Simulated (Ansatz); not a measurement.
All cells: G0W0@PBE, full frequency by contour deformation, hard PAW set made for 700 eV, band sums completed (Ansatz); response cutoff 200 eV, empty bands to 110 eV before completion, primitive cells on a 4×4×4 mesh, no spin-orbit coupling. Band edges are those of the mesh. The build that completes the sums treats q → 0 its own way. The mesh is coarse, the sums aren't at the basis limit and many cells are compressed or hypothetical, so the values aren't those of the ambient crystals.

(1) Order these cells by the G0W0 correction to the gap between the Kohn-Sham band edges, largest first.
A.
```cif
data_structure
_symmetry_space_group_name_H-M 'P 1'
_symmetry_Int_Tables_number 1
_cell_length_a 4.6103
_cell_length_b 4.6103
_cell_length_c 4.6103
_cell_angle_alpha 60.000
_cell_angle_beta 60.000
_cell_angle_gamma 60.000
_cell_volume 69.29
loop_
_atom_site_label
_atom_site_type_symbol
_atom_site_fract_x
_atom_site_fract_y
_atom_site_fract_z
_atom_site_occupancy
K1 K 0.00000 0.00000 0.00000 1
Br1 Br 0.50000 0.50000 0.50000 1
```
B.
```
Ca Se
1.0
     0.00000    2.85640    2.85640
     2.85640    0.00000    2.85640
     2.85640    2.85640    0.00000
Ca Se
1 1
Direct
  0.00000 0.00000 0.00000
  0.50000 0.50000 0.50000
```
C.
```
CELL_PARAMETERS angstrom
0.00000 2.48160 2.48160
2.48160 0.00000 2.48160
2.48160 2.48160 0.00000
ATOMIC_POSITIONS crystal
Na 0.00000 0.00000 0.00000
Cl 0.50000 0.50000 0.50000
```

Answers

(1) C (3.01 eV), A (2.76 eV), B (1.61 eV).

This ran on a trial build of the method. Model cells at fixed atoms, which needn't be the relaxed known crystals.
